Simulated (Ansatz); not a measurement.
**Bi₂Te₃: do energies and stresses tell the same story?**

The calculation used Ansatz 0.2.0, DFT PBE, scalar-relativistic, plane waves, PAW.

Settings: cutoff 420 eV, Γ-centred mesh 12×12×12 on the computed 5-atom cell, Gaussian smearing of 0.02 eV; no spin polarisation.

Relaxed cell: R-3m, a = 4.447 Å, b = 4.447 Å, c = 32.169 Å, α = 90.00°, β = 90.00°, γ = 120.00°, 5 atoms in the primitive cell.

Energies at zero smearing and pressures from the stress tensor, at volumes with shape and atoms relaxed:
| V (Å³/atom) | E − E(first) (meV/atom) | P (GPa) |
| --- | --- | --- |
| 32.315 | 0.00 | 4.189 |
| 33.416 | -22.91 | 2.573 |
| 34.518 | -36.00 | 1.319 |
| 35.620 | -41.87 | 0.487 |
| 36.721 | -43.31 | 0.000 |
| 37.823 | -42.55 | -0.184 |
| 38.925 | -41.15 | -0.239 |
| 40.393 | -39.44 | -0.164 |

Q: Check P = −dE/dV between neighbouring volumes, and get the bulk modulus from the pressures alone.

A: With 1 eV/Å³ = 160.2 GPa:
```json
{"middle V (Å³/atom)": "32.866", "−ΔE/ΔV (GPa)": "3.331", "mean P (GPa)": "3.381"}
{"middle V (Å³/atom)": "33.967", "−ΔE/ΔV (GPa)": "1.905", "mean P (GPa)": "1.946"}
{"middle V (Å³/atom)": "35.069", "−ΔE/ΔV (GPa)": "0.852", "mean P (GPa)": "0.903"}
{"middle V (Å³/atom)": "36.171", "−ΔE/ΔV (GPa)": "0.210", "mean P (GPa)": "0.244"}
{"middle V (Å³/atom)": "37.272", "−ΔE/ΔV (GPa)": "-0.111", "mean P (GPa)": "-0.092"}
{"middle V (Å³/atom)": "38.374", "−ΔE/ΔV (GPa)": "-0.204", "mean P (GPa)": "-0.211"}
{"middle V (Å³/atom)": "39.659", "−ΔE/ΔV (GPa)": "-0.186", "mean P (GPa)": "-0.202"}
```

The two differ by 0.050 GPa at most. The mean of two end pressures misses the average over a step by about ΔV² P″/12, up to 0.039 GPa here; with that taken off 0.027 GPa remains, from the finite cutoff, the mesh or the relaxation's tolerance. Around V = 36.721 Å³/atom, the two neighbours give B = −V ΔP/ΔV = 36.721 × 0.671 / 2.203 = 11.2 GPa, against B0 = 10.8 GPa from the Birch–Murnaghan fit of the energies, which describes these points poorly (B0' = 24.3).

Spin–orbit coupling is left out, which can shift energies with elements as heavy as these. The cell holds layers, and where no dispersion correction was added their binding is poorly described.